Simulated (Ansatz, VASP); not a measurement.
# One calculation of Pb, two programs

```xyz
4
Lattice="3.6211 0.0000 0.0000 -1.8106 3.1360 0.0000 0.0000 0.0000 11.6989" Properties=species:S:1:pos:R:3 pbc="T T T"
Pb    3.6211    0.0000   11.6989
Pb    0.0000    0.0000    5.8495
Pb    0.0000    2.0906    2.9247
Pb    1.8106    1.0453    8.7742
```

The cell was built by a generator and needn't be a form met in nature.

Alike in both runs: functional RPBE; k mesh 10 × 10 × 3; occupations fermi-dirac, width 0.1 eV; no spin polarisation.

Ansatz relaxed the structure, and its values are those at the end. VASP's run is a single point on that final structure, the one shown.

|  | VASP | Ansatz |
| --- | --- | --- |
| version | VASP 6.6.1 | Ansatz 0.2.0 |
| potentials or method | VASP PAW PBE potentials, release 64 (Pb_d) | plane waves (420 eV) with PAW, scalar-relativistic |
| plane-wave cutoff (eV) | 520 | 420 |
| valence electrons in the cell | 56 | 56 |

```tsv
	VASP	Ansatz	Ansatz less VASP
pressure (GPa)	0.0	0.0	+0.02
```

Caveats: the PAW data sets were made with another functional, which shifts forces and pressure a little (VASP). Spin-orbit coupling is left out, which matters for the levels of Pb.
